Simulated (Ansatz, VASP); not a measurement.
## Two plane-wave programs on SrTiO3

Contents of INCAR:

```
PREC     = Accurate       # precision mode
ENCUT    = 520            # plane-wave cutoff, eV
EDIFF    = 1E-7           # SCF threshold, eV
ISMEAR   = 0              # smearing method
SIGMA    = 0.02           # smearing width, eV
LREAL    = F              # projectors in reciprocal space
LASPH    = T              # aspherical terms in the spheres
NELM     = 100            # most SCF steps
ALGO     = Normal         # electronic algorithm
ISIF     = 2              # what is computed and relaxed
LWAVE    = F              # write WAVECAR
LCHARG   = F              # write CHGCAR
GGA      = PE             # functional
NBANDS   = 28             # bands
```

File KPOINTS:

```
regular mesh
0
Gamma
  8 8 8
```

File POSCAR:

```
SrTiO3
1.0
    3.9364041186      0.0000000000      0.0000000000
    0.0000000000      3.9364041186      0.0000000000
    0.0000000000      0.0000000000      3.9364041186
Sr Ti O
1 1 3
Direct
    0.5000000000      0.5000000000      0.5000000000
    0.0000000000      0.0000000000      0.0000000000
    0.5000000000      0.0000000000      0.0000000000
    0.0000000000      0.5000000000      0.0000000000
    0.0000000000      0.0000000000      0.5000000000
```

Input for Ansatz:

```yaml
crystal:
  lattice:
    - [3.9364041186, 0.0, 0.0]
    - [0.0, 3.9364041186, 0.0]
    - [0.0, 0.0, 3.9364041186]
  atoms:
    - { symbol: Sr, position: [0.5, 0.5, 0.5] }
    - { symbol: Ti, position: [0.0, 0.0, 0.0] }
    - { symbol: O, position: [0.5, 0.0, 0.0] }
    - { symbol: O, position: [0.0, 0.5, 0.0] }
    - { symbol: O, position: [0.0, 0.0, 0.5] }
basis:
  ecutwfc: 420
kpoints:
  mp_grid: { grid: [8, 8, 8] }
  band_path: { path: [VBM, CBM], npoints: 2 }
hamiltonian:
  xc: pbe
scf:
  occupations: { method: gaussian, width: 0.02 }
output:
  forces: false
  stress: false
  eigenvalues: true
checkpoint:
  read: start.run
  write: ck
  compress: false
  write_wavefunctions: false
  write_every: 100000
```

Alike in both runs: task single point; functional PBE; k mesh 8 × 8 × 8; occupations gaussian, width 0.02 eV; no spin polarisation.

|  | VASP | Ansatz |
| --- | --- | --- |
| version | VASP 6.6.1 | Ansatz 0.2.0 |
| potentials or method | VASP PAW PBE potentials, release 64 (Sr_sv, Ti_sv, O) | scalar-relativistic, plane waves, PAW |
| plane-wave cutoff (eV) | 520 | 420 |
| valence electrons in the cell | 40 | 40 |

|  | VASP | Ansatz | Ansatz less VASP |
| --- | --- | --- | --- |
| gap on the k mesh at the Fermi level (eV) | 1.81 | 1.84 | +0.031 |
| least direct gap on the mesh (eV) | 2.18 | 2.20 | +0.021 |

A k mesh can miss the band edges.
